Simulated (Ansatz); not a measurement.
# Ta (Im-3m) in Ansatz: equation of state

How stiff is Ta in PBE, and what volume does it want? The cell is scaled to several volumes.

Everything below comes from runs of Ansatz 0.2.0. Logs are shortened: lines on timing, memory, paths and dates and some standing lists are left out, and cuts for length are marked.

**What was measured.**

“Pressure effects on the electronic structure and superconductivity of (TaNb)0.67(HfZrTi)0.33 high entropy alloy”, 2019, arxiv:1910.08312 quotes, for a bulk crystal of Ta: bulk modulus 194 GPa.

The results are compared with them further down.

## (1) Starting point

The structure is cubic, space group Im-3m (No. 229). Conventional cell: a = 3.303 Å, b = 3.303 Å, c = 3.303 Å, α = 90.00°, β = 90.00°, γ = 90.00°. Around Ta (site symmetry m-3m) lie 8 Ta at 2.86 Å.

## (2) Single point, PBE, 16.93 Å³/atom (volume scaled by 0.94)

File input.yaml:

```yaml
crystal:
  lattice:
    - [-1.6175709496, 1.6175709496, 1.6175709496]
    - [1.6175709496, -1.6175709496, 1.6175709496]
    - [1.6175709496, 1.6175709496, -1.6175709496]
  atoms:
    - { symbol: Ta, position: [0.0, 0.0, 0.0] }
hamiltonian:
  xc: pbe
  pseudopotentials: { kind: paw }
kpoints:
  mp_grid: { grid: [11, 11, 11] }
scf:
  occupations: { method: fermi_dirac, width: 0.05 }
output:
  forces: true
  stress: true
  eigenvalues: true
```

Potentials or basis: Ansatz PAW.

Started as:

```bash
$ ansatz run input.yaml --threads 1 --pin off --max-ram 2560MiB --backend cpu --events-out ev --progress --plain --runs-dir out
```

Log:

```text
Warning: RAYON_NUM_THREADS=1 ignored (pool sized by the plan → 1); use --threads N
Engine: ansatz 0.2.0, x86_64-unknown-linux-gnu
Pseudopotentials: kind: paw
Pseudopotential: Ta, paw, valence charge 13, recommended cutoff 420 eV (normal), Ta.paw.azcp
Functional definition: PBE
  parameter kappa = 0.804
  parameter beta = 0.06672455060314922
  exchange = pbe_x(kappa = kappa, mu = beta*pi^2/3)
  correlation = pbe_c(beta = beta)
Crystal: 1 atoms, lattice volume = 16.930 Å³
Basis set: ecut = 420 eV, 321 PW (Γ), exchange–correlation on 40×40×40 points (8 copies of the dense FFT grid, shifted against one another)
Bands: 11, of which v1, the nominal top of the filled ones, is band 7 counted from 1 (6 counted from 0)
Symmetry: 48 space group operations
Space group: Im-3m (ITA 229), of the structure as read, at distance tolerance 2.6e-5 Å
k-points: 56 of 1331
Non-local potential: Ta, projectors of the file, l = 0: 3, l = 1: 2, l = 2: 2, l = 3: 1
PAW form: soft (Blöchl's): semilocal exchange-correlation on the pseudo side does not see the compensation charge
PAW one-centre angular grid: Ta, 590 points (default); XC on 64 Gauss nodes
Initial density: superposition of atomic densities (neutral atoms: chi_scale 0, normalization atom), corrected by the library's trained network
Initial wavefunctions: pseudopotential atomic-orbital guess
Functional: x = pbe(κ = 0.804, μ = 0.2195149727645171), c = pbe(β = 0.06672455060314922)
SCF iter   1: F=—  HF=-9932.192893 eV  |F-HF|=—  |Δ(HF+E_count)|=         —  Δρ=2.30e-3  dr2=3.04e-4  ethr=1.77e-3  ⟨swp⟩=5.9  Hψ=3555  notcnv=0
preconditioner: auto → none  [insulator: Δε(μ)=0.151 eV  Ē_g=8.848 eV  σ=0.050 eV  W_gap=0.64  n_scr=0 (ndim 8)  ℏωp=20.2 eV  f_vac=0.000  D(μ)=0.61/eV (n_scr^D=0)  ε∞_Penn≈6.2]
SCF iter   2: F=—  HF=-9932.192795 eV  |F-HF|=—  |Δ(HF+E_count)|=   9.83e-5  Δρ=1.03e-3  dr2=4.98e-5  ethr=2.34e-6  ⟨swp⟩=2.5  Hψ=1379  notcnv=0
SCF iter   3: F=—  HF=-9932.192849 eV  |F-HF|=—  |Δ(HF+E_count)|=   5.45e-5  Δρ=1.90e-4  dr2=1.60e-6  ethr=3.83e-7  ⟨swp⟩=2.1  Hψ=724  notcnv=0
iter 4 did not close the SCF: its close was put off for the readings that it lacked (scf_convergence_deferred on its scf_iter line)
SCF iter   4: F=-9932.192851 eV  HF=-9932.192851 eV  |F-HF|=1.80e-8  |Δ(HF+E_count)|=   1.65e-6  Δρ=1.31e-5  dr2=2.20e-8  ethr=1.23e-8  ⟨swp⟩=2.4  Hψ=960  notcnv=0
iter 5 did not close the SCF: its close was put off for the readings that it lacked (scf_convergence_deferred on its scf_iter line)
SCF iter   5: F=-9932.192851 eV  HF=-9932.192851 eV  |F-HF|=1.40e-10  |Δ(HF+E_count)|=   1.05e-8  Δρ=3.46e-6  dr2=2.99e-10  ethr=1.69e-10  ⟨swp⟩=2.1  Hψ=891  notcnv=0
SCF iter   6: F=-9932.192851 eV  HF=-9932.192851 eV  |F-HF|=3.64e-12  |Δ(HF+E_count)|=  1.95e-10  Δρ=2.62e-7  dr2=4.58e-12  ethr=2.30e-12  ⟨swp⟩=1.4  Hψ=1951  notcnv=0
SCF 1 converged in 6 iterations: F = -9932.192851 eV  dr2 = 4.58e-12
SCF converged after 6 iterations
Free energy (F): -9932.192851 eV
Harris-Foulkes:  -9932.192851 eV  (|F-HF|=3.64e-12)
Internal energy: -9932.186775 eV  (E = F + TS)
E sigma→0 (E₀):  -9932.189813 eV
Entropy (-TS):   -0.006075 eV (-6.075 meV/atom)
Fermi energy:    19.987499 eV
--- Per-component energies (eV) ---
  E_band       = -85.244682
  E_kinetic    = 368.604596
  E_local      = -511.772196  (includes V_loc(G=0)·N_el)
  E_nonlocal   = 15.685143
  E_hartree    = 180.558182
  E_xc         = -219.387425
  E_vxc        = -205.290209  (∫ρ·V_xc dr)
  E_paw        = -8397.122206  (= ΣΔE_a)
  E_vpaw       = -113.588570  (= ΣTr[D̂ρ^β])
  E_aug_tail   = 0.000150  (compensation charges beyond the density's cutoff)
  E_ewald      = -1368.753019
  E_smearing   = -0.006075  (= −TS)
  E_closure    = 0.000000  (closes the sum)
  Σ components = -9932.192851   (vs F -9932.192851, Δ=0.00e0)
--- Forces (eV/Å), atoms counted from 1 ---
  atom   1  Ta     0.00000000     0.00000000    -0.00000000
  max |Σ_I F_I| component: 4.11e-32 eV/Å
--- Stress (GPa, compression-positive) ---
       17.185478      -0.000000      -0.000000
        0.000000      17.185478       0.000000
        0.000000      -0.000000      17.185478
  P = ⅓ Tr σ = 17.1855 GPa (171.855 kbar)
--- Band table (eV; the first three rows and the last of 56) ---
  k-point 0: bands = ["-46.9337", "-12.7912", "-12.7912", "-12.7912", "11.8615", "20.7170", "20.7170", "20.7170", "24.2150", "24.2150", "34.8598"]
  k-point 1: bands = ["-46.9218", "-12.9162", "-12.8292", "-12.7921", "12.2539", "20.4612", "20.6298", "21.1091", "23.8267", "24.2155", "35.2097"]
  k-point 2: bands = ["-46.8896", "-13.2411", "-12.9296", "-12.7945", "13.3033", "19.8451", "20.2223", "22.2511", "23.4544", "24.2734", "35.7556"]
  k-point 55: bands = ["-46.6741", "-13.7857", "-13.7631", "-13.7631", "15.9028", "15.9586", "26.2416", "26.2416", "27.1303", "28.5721", "30.4932"]
```

It took 0.91 s on 1 thread of Intel Xeon Platinum 8259CL at 2.50GHz (Skylake/Cascade Lake), shared host; peak memory 0.33 GiB.

Results:

```
Free energy            : -9932.1929 eV
Pressure               : 17.2 GPa
Band gap on the k mesh : none (metal or under the smearing width)
```

## (3) Single point, PBE, 17.29 Å³/atom (volume scaled by 0.96)

input.yaml: that of step 2 with these lines changed.

```diff
@@ -2,5 +2,5 @@
   lattice:
-    - [-1.6175709496, 1.6175709496, 1.6175709496]
-    - [1.6175709496, -1.6175709496, 1.6175709496]
-    - [1.6175709496, 1.6175709496, -1.6175709496]
+    - [-1.6289626696, 1.6289626696, 1.6289626696]
+    - [1.6289626696, -1.6289626696, 1.6289626696]
+    - [1.6289626696, 1.6289626696, -1.6289626696]
   atoms:
```

Potentials or basis: Ansatz PAW.

Started as:

```bash
$ ansatz run input.yaml --threads 1 --pin off --max-ram 2560MiB --backend cpu --events-out ev --progress --plain --runs-dir out
```

Log:

```text
Warning: RAYON_NUM_THREADS=1 ignored (pool sized by the plan → 1); use --threads N
Engine: ansatz 0.2.0, x86_64-unknown-linux-gnu
Pseudopotentials: kind: paw
Pseudopotential: Ta, paw, valence charge 13, recommended cutoff 420 eV (normal), Ta.paw.azcp
Functional definition: PBE
  parameter kappa = 0.804
  parameter beta = 0.06672455060314922
  exchange = pbe_x(kappa = kappa, mu = beta*pi^2/3)
  correlation = pbe_c(beta = beta)
Crystal: 1 atoms, lattice volume = 17.290 Å³
Basis set: ecut = 420 eV, 321 PW (Γ), exchange–correlation on 40×40×40 points (8 copies of the dense FFT grid, shifted against one another)
Bands: 11, of which v1, the nominal top of the filled ones, is band 7 counted from 1 (6 counted from 0)
Symmetry: 48 space group operations
Space group: Im-3m (ITA 229), of the structure as read, at distance tolerance 2.6e-5 Å
k-points: 56 of 1331
Non-local potential: Ta, projectors of the file, l = 0: 3, l = 1: 2, l = 2: 2, l = 3: 1
PAW form: soft (Blöchl's): semilocal exchange-correlation on the pseudo side does not see the compensation charge
PAW one-centre angular grid: Ta, 590 points (default); XC on 64 Gauss nodes
Initial density: superposition of atomic densities (neutral atoms: chi_scale 0, normalization atom), corrected by the library's trained network
Initial wavefunctions: pseudopotential atomic-orbital guess
Functional: x = pbe(κ = 0.804, μ = 0.2195149727645171), c = pbe(β = 0.06672455060314922)
SCF iter   1: F=—  HF=-9932.225390 eV  |F-HF|=—  |Δ(HF+E_count)|=         —  Δρ=2.29e-3  dr2=2.87e-4  ethr=1.77e-3  ⟨swp⟩=5.9  Hψ=3546  notcnv=0
preconditioner: auto → none  [insulator: Δε(μ)=0.192 eV  Ē_g=8.667 eV  σ=0.050 eV  W_gap=0.74  n_scr=0 (ndim 8)  ℏωp=20.0 eV  f_vac=0.000  D(μ)=0.64/eV (n_scr^D=0)  ε∞_Penn≈6.3]
SCF iter   2: F=—  HF=-9932.225233 eV  |F-HF|=—  |Δ(HF+E_count)|=   1.58e-4  Δρ=1.03e-3  dr2=5.11e-5  ethr=2.21e-6  ⟨swp⟩=2.4  Hψ=1381  notcnv=0
SCF iter   3: F=—  HF=-9932.225291 eV  |F-HF|=—  |Δ(HF+E_count)|=   5.88e-5  Δρ=1.79e-4  dr2=1.46e-6  ethr=3.93e-7  ⟨swp⟩=2.0  Hψ=719  notcnv=0
iter 4 did not close the SCF: its close was put off for the readings that it lacked (scf_convergence_deferred on its scf_iter line)
SCF iter   4: F=-9932.225293 eV  HF=-9932.225293 eV  |F-HF|=1.73e-8  |Δ(HF+E_count)|=   1.37e-6  Δρ=1.45e-5  dr2=2.37e-8  ethr=1.12e-8  ⟨swp⟩=2.3  Hψ=958  notcnv=0
iter 5 did not close the SCF: its close was put off for the readings that it lacked (scf_convergence_deferred on its scf_iter line)
SCF iter   5: F=-9932.225293 eV  HF=-9932.225293 eV  |F-HF|=2.38e-10  |Δ(HF+E_count)|=   9.96e-9  Δρ=5.24e-6  dr2=9.69e-10  ethr=1.83e-10  ⟨swp⟩=2.0  Hψ=863  notcnv=0
SCF iter   6: F=-9932.225293 eV  HF=-9932.225293 eV  |F-HF|=7.28e-12  |Δ(HF+E_count)|=  1.35e-10  Δρ=3.56e-7  dr2=9.02e-12  ethr=7.45e-12  ⟨swp⟩=1.7  Hψ=1920  notcnv=0
SCF 1 converged in 6 iterations: F = -9932.225293 eV  dr2 = 9.02e-12
SCF converged after 6 iterations
Free energy (F): -9932.225293 eV
Harris-Foulkes:  -9932.225293 eV  (|F-HF|=7.28e-12)
Internal energy: -9932.218850 eV  (E = F + TS)
E sigma→0 (E₀):  -9932.222072 eV
Entropy (-TS):   -0.006442 eV (-6.442 meV/atom)
Fermi energy:    19.523594 eV
--- Per-component energies (eV) ---
  E_band       = -91.456064
  E_kinetic    = 367.742193
  E_local      = -523.963471  (includes V_loc(G=0)·N_el)
  E_nonlocal   = 15.430998
  E_hartree    = 183.817510
  E_xc         = -219.092658
  E_vxc        = -204.897486  (∫ρ·V_xc dr)
  E_paw        = -8396.972558  (= ΣΔE_a)
  E_vpaw       = -113.403505  (= ΣTr[D̂ρ^β])
  E_aug_tail   = 0.000143  (compensation charges beyond the density's cutoff)
  E_ewald      = -1359.181006
  E_smearing   = -0.006442  (= −TS)
  E_closure    = 0.000000  (closes the sum)
  Σ components = -9932.225293   (vs F -9932.225293, Δ=0.00e0)
--- Forces (eV/Å), atoms counted from 1 ---
  atom   1  Ta     0.00000000    -0.00000000     0.00000000
  max |Σ_I F_I| component: 7.81e-32 eV/Å
--- Stress (GPa, compression-positive) ---
       11.774120       0.000000       0.000000
        0.000000      11.774120       0.000000
       -0.000000       0.000000      11.774120
  P = ⅓ Tr σ = 11.7741 GPa (117.741 kbar)
--- Band table (eV; the first three rows and the last of 56) ---
  k-point 0: bands = ["-47.4468", "-13.3381", "-13.3381", "-13.3381", "11.4713", "20.2554", "20.2554", "20.2554", "23.6763", "23.6763", "34.3087"]
  k-point 1: bands = ["-47.4359", "-13.4544", "-13.3737", "-13.3389", "11.8535", "20.0071", "20.1706", "20.6367", "23.3018", "23.6776", "34.6462"]
  k-point 2: bands = ["-47.4064", "-13.7574", "-13.4678", "-13.3409", "12.8804", "19.4083", "19.7723", "21.7477", "22.9367", "23.7348", "35.1565"]
  k-point 55: bands = ["-47.2095", "-14.2706", "-14.2497", "-14.2497", "15.5697", "15.6207", "25.6287", "25.6287", "26.4952", "27.9059", "29.7910"]
```

Run time: 0.89 s. Hardware: 1 thread of Intel Xeon Platinum 8259CL at 2.50GHz (Skylake/Cascade Lake), shared host; peak memory 0.33 GiB.

Results:

```
Free energy            : -9932.2253 eV
Pressure               : 11.8 GPa
Band gap on the k mesh : none (metal or under the smearing width)
```

## (4) Single point, PBE, 17.65 Å³/atom (volume scaled by 0.98)

input.yaml: that of step 3 with these lines changed.

```diff
@@ -2,5 +2,5 @@
   lattice:
-    - [-1.6289626696, 1.6289626696, 1.6289626696]
-    - [1.6289626696, -1.6289626696, 1.6289626696]
-    - [1.6289626696, 1.6289626696, -1.6289626696]
+    - [-1.64019725, 1.64019725, 1.64019725]
+    - [1.64019725, -1.64019725, 1.64019725]
+    - [1.64019725, 1.64019725, -1.64019725]
   atoms:
```

Started as:

```bash
$ ansatz run input.yaml --threads 1 --pin off --max-ram 2560MiB --backend cpu --events-out ev --progress --plain --runs-dir out
```

Wall time 0.91 s (1 thread of Intel Xeon Platinum 8259CL at 2.50GHz (Skylake/Cascade Lake), shared host); peak memory 0.33 GiB.

The run converged. Its results:

```yaml
Free_energy: -9932.2462 eV
Pressure: 6.9 GPa
Band_gap_on_the_k_mesh: none (metal or under the smearing width)
```

## (5) Single point, PBE, 18.01 Å³/atom

input.yaml: that of step 4 with these lines changed.

```diff
@@ -2,5 +2,5 @@
   lattice:
-    - [-1.64019725, 1.64019725, 1.64019725]
-    - [1.64019725, -1.64019725, 1.64019725]
-    - [1.64019725, 1.64019725, -1.64019725]
+    - [-1.65128, 1.65128, 1.65128]
+    - [1.65128, -1.65128, 1.65128]
+    - [1.65128, 1.65128, -1.65128]
   atoms:
```

Started as:

```bash
$ ansatz run input.yaml --threads 1 --pin off --max-ram 2560MiB --backend cpu --events-out ev --progress --plain --runs-dir out
```

It took 0.93 s on 1 thread of Intel Xeon Platinum 8259CL at 2.50GHz (Skylake/Cascade Lake), shared host; peak memory 0.3 GiB.

The run converged. Its results:

```yaml
Free_energy: -9932.2568 eV
Pressure: 2.6 GPa
Band_gap_on_the_k_mesh: none (metal or under the smearing width)
```

## (6) Single point, PBE, 18.37 Å³/atom (volume scaled by 1.02)

File input.yaml:

```yaml
crystal:
  lattice:
    - [-1.6622159478, 1.6622159478, 1.6622159478]
    - [1.6622159478, -1.6622159478, 1.6622159478]
    - [1.6622159478, 1.6622159478, -1.6622159478]
  atoms:
    - { symbol: Ta, position: [0.0, 0.0, 0.0] }
hamiltonian:
  xc: pbe
  pseudopotentials: { kind: paw }
kpoints:
  mp_grid: { grid: [11, 11, 11] }
scf:
  occupations: { method: fermi_dirac, width: 0.05 }
output:
  forces: true
  stress: true
  eigenvalues: true
  write_density: true
  write_potential: true
  elf: true
  volumetric_format: npy
```

Potentials or basis: Ansatz PAW.

Started as:

```bash
$ ansatz run input.yaml --threads 1 --pin off --max-ram 2560MiB --backend cpu --events-out ev --progress --plain --runs-dir out
```

It took 1.2 s on 1 thread of Intel Xeon Platinum 8259CL at 2.50GHz (Skylake/Cascade Lake), shared host; peak memory 0.33 GiB.

Results (log left out):

- Free energy: -9932.2582 eV
- Pressure: -1.3 GPa
- Band gap on the k mesh: none (metal or under the smearing width)

## (7) Single point, PBE, 18.73 Å³/atom (volume scaled by 1.04)

File input.yaml:

```yaml
crystal:
  lattice:
    - [-1.6730098603, 1.6730098603, 1.6730098603]
    - [1.6730098603, -1.6730098603, 1.6730098603]
    - [1.6730098603, 1.6730098603, -1.6730098603]
  atoms:
    - { symbol: Ta, position: [0.0, 0.0, 0.0] }
hamiltonian:
  xc: pbe
  pseudopotentials: { kind: paw }
kpoints:
  mp_grid: { grid: [11, 11, 11] }
scf:
  occupations: { method: fermi_dirac, width: 0.05 }
output:
  forces: true
  stress: true
  eigenvalues: true
```

Started as:

```bash
$ ansatz run input.yaml --threads 1 --pin off --max-ram 2560MiB --backend cpu --events-out ev --progress --plain --runs-dir out
```

Run time: 0.9 s. Hardware: 1 thread of Intel Xeon Platinum 8259CL at 2.50GHz (Skylake/Cascade Lake), shared host; peak memory 0.33 GiB.

It converged, with:

```
Free energy            : -9932.2512 eV
Pressure               : -4.8 GPa
Band gap on the k mesh : none (metal or under the smearing width)
```

## (8) Single point, PBE, 19.09 Å³/atom (volume scaled by 1.06)

input.yaml: that of step 7 with these lines changed.

```diff
@@ -2,5 +2,5 @@
   lattice:
-    - [-1.6730098603, 1.6730098603, 1.6730098603]
-    - [1.6730098603, -1.6730098603, 1.6730098603]
-    - [1.6730098603, 1.6730098603, -1.6730098603]
+    - [-1.6836662614, 1.6836662614, 1.6836662614]
+    - [1.6836662614, -1.6836662614, 1.6836662614]
+    - [1.6836662614, 1.6836662614, -1.6836662614]
   atoms:
```

Started as:

```bash
$ ansatz run input.yaml --threads 1 --pin off --max-ram 2560MiB --backend cpu --events-out ev --progress --plain --runs-dir out
```

Run time: 0.91 s. Hardware: 1 thread of Intel Xeon Platinum 8259CL at 2.50GHz (Skylake/Cascade Lake), shared host; peak memory 0.33 GiB.

It converged, with:

| Quantity | Value |
| --- | --- |
| Free energy | -9932.2367 eV |
| Pressure | -8.0 GPa |
| Band gap on the k mesh | none (metal or under the smearing width) |

## (9) Equation of state, PBE

Potentials or basis: Ansatz PAW.

No new run: the results of the series are fitted here.

Results:

```yaml
Equilibrium_volume: 18.24 Å³/atom
Bulk_modulus: 195 GPa
Pressure_derivative_of_the_bulk_modulus: 4.3
```

Energy against volume, from the lowest point:
```csv
volume (Å³/atom),energy (meV/atom)
16.930,65.36
17.290,32.91
17.650,11.99
18.010,1.38
18.371,0.00
18.731,6.98
19.091,21.50
```

## (10) How close it comes

Step 9. Against the measured bulk modulus of Ta, 194 GPa (quoted in “Pressure effects on the electronic structure and superconductivity of (TaNb)0.67(HfZrTi)0.33 high entropy alloy”, 2019, arxiv:1910.08312), the calculated 195 GPa is off by +0.4 %. The fit is for a static lattice scaled at fixed shape and fixed fractional positions.
